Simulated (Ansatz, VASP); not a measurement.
## SiMo3: VASP beside Ansatz

```
Si Mo
1.0
     4.88969    0.00000    0.00000
     0.00000    4.88969    0.00000
     0.00000    0.00000    4.88969
Si Mo
2 6
Cartesian
  2.4448 2.4448 2.4448
  0.0000 0.0000 0.0000
  0.0000 2.4448 1.2224
  0.0000 2.4448 3.6673
  2.4448 3.6673 0.0000
  2.4448 1.2224 0.0000
  3.6673 0.0000 2.4448
  1.2224 0.0000 2.4448
```

The cell is a database's computed one.

Alike in both runs: task relaxation of cell and atoms; functional PBE; k mesh 4 × 4 × 4; occupations gaussian, width 0.1 eV; no spin polarisation.

|  | VASP | Ansatz |
| --- | --- | --- |
| version | VASP 6.6.1 | Ansatz 0.2.0 |
| potentials or method | VASP PAW PBE potentials, release 64 (Si, Mo_sv) | scalar-relativistic, plane waves, PAW |
| plane-wave cutoff (eV) | 600 | 420 |
| valence electrons in the cell | 92 | 92 |

|  | VASP | Ansatz | Ansatz less VASP |
| --- | --- | --- | --- |
| gap on the k mesh at the Fermi level, each at its own relaxed structure (eV) | none | none | - |
| relaxed volume (Å³/atom) | 14.84 | 14.82 | -0.020 |
| relaxed cell length with the largest relative difference (Å) | 4.915 | 4.913 | -0.0022 |
| energy change over the relaxation (meV/atom) | -3 | -2 | +0.5 |

A gap of «none» marks a metal or a gap that the smearing closes.
